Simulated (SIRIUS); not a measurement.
Runs of SIRIUS 7.12.0 on NaI. The structure is cubic, space group Fm-3m (No. 225). The conventional cell has a = 6.473 Å, b = 6.473 Å, c = 6.473 Å, α = 90.00°, β = 90.00°, γ = 90.00°. Around I (site symmetry m-3m) lie 6 Na at 3.24 Å. Na (site symmetry m-3m) has 6 I at 3.24 Å as nearest neighbours. 

```tsv
task	level	potentials or basis	valence relativity	reference energy of the basis	core relativity	start of the SCF	gap on the mesh (eV)	V0 of scaled cells (Å³/atom)	B0 (GPa)
band structure	PBE	all-electron FP-LAPW (no relativity for the valence, core without relativity), apw+lo standard	none	0.03 Ha	none	LDA density	4.23	-	-
band structure	PBE	all-electron FP-LAPW (Koelling-Harmon valence), apw+lo standard	koelling_harmon	0.03 Ha	dirac	LDA density	3.64	-	-
equation of state	AM05	all-electron FP-LAPW, apw+lo standard	iora	-	-	-	-	34.35	(b)
equation of state	WC	all-electron FP-LAPW, apw+lo standard	iora	-	-	-	-	33.02	(a)
band structure	PBE	all-electron FP-LAPW (ZORA valence), apw+lo standard	zora	0.03 Ha	dirac	LDA density	3.64	-	-
```

Alike in all rows: no spin polarisation; cell as given; k mesh 7 × 7 × 7; cutoff (eV) 158; smearing fermi-dirac 0.05 eV.

**Question.** Fill in the values left out.

**Answer.** (a) 17; (b) 14.

Caveats: spin-orbit coupling is left out, which moves the levels of the heavy elements (some runs); relativity is left out for the valence states, which matters for the heavier elements (some runs); relativity is left out for the core states (some runs).

A k mesh can miss the band edges, and the runs leave out spin-orbit coupling on I.

A gap of «none» marks a metal or a gap under the smearing width.

Not every run made on this cell is shown here.
